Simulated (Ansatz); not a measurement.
**Structures of Mg3Se: which is lowest?**

Plane-wave DFT in Ansatz with scalar-relativistic PAW potentials, cutoff 420 eV, Γ-centred meshes chosen by cell and gap, Gaussian smearing with energies taken to zero width. Every cell was relaxed (cell and atoms) in a run of its own, within the symmetry of its start. Functional: PBE.

Relaxed structures (starts from databases or built by putting these elements on another compound's sites):
A. Pm-3m, 4 atoms in the computed cell, a = 4.461 Å; sites (symmetry × multiplicity) Mg 4/mm.m × 3, Se m-3m × 1; start: built
B. P6/mmm, 4 atoms in the computed cell, a = 5.169 Å, c = 5.096 Å; sites (symmetry × multiplicity) Mg -6m2 × 2 + 6/mmm × 1, Se 6/mmm × 1; start: built

**Question.** Rank them by energy. Could pressure change the order?

**Answer.**
| structure | group | E − E(lowest) (meV/atom) | V (Å³/atom) | gap on mesh (eV) |
| --- | --- | --- | --- | --- |
| A | Pm-3m | 0.0 | 22.20 | 0.00 |
| B | P6/mmm | 363 | 29.48 | 0.00 |

A is lowest, 363 meV/atom under B. The lowest is also the densest of these, so pressure wouldn't bring one of the others in at first order. Other structures may lie lower than all of these, and vibrations aren't counted.

Spin polarisation was left out, and a magnetic state may lie lower.